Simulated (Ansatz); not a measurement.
# Ga in Ansatz: the effect of functional

Ga:

```xyz
2
Lattice="2.7598 0.0000 0.0000 0.0000 3.2596 0.0000 -1.3344 0.0000 3.9635" Properties=species:S:1:pos:R:3 pbc="T T T"
Ga   -0.6563    2.4447    3.0526
Ga    2.0816    0.8149    0.9109
```

This isn't the form of Ga at room conditions, which is orthorhombic.

The cell isn't the ideal one: volume scaled by 0.98.

Alike in all runs:

| Quantity | Value |
| --- | --- |
| Program | Ansatz 0.2.0 |
| Task | single point |
| Potentials or basis | Ansatz PAW |
| k mesh | 10 × 8 × 7 |
| Occupations | fermi-dirac, width 0.05 eV |
| Spin | no spin polarisation |

```csv
functional,cutoff,pressure (GPa),largest force (eV/Å)
LDA,420 eV (not typed: the program's choice for these potentials),-1.7,0.07
PBEsol,420 eV (not typed: the program's choice for these potentials),?,?
r2SCAN,500 eV (not typed: the program's choice for these potentials),1.2,0.06
```

Question: What does the run with functional PBEsol give?

Answer: Pressure 0.5 GPa; largest force 0.08 eV/Å.

Caveats: the PAW data sets come from PBE, with cores solved anew for the run's functional, which leaves a small shift of forces and pressure.

Runs at the PBE level aren't shown here.
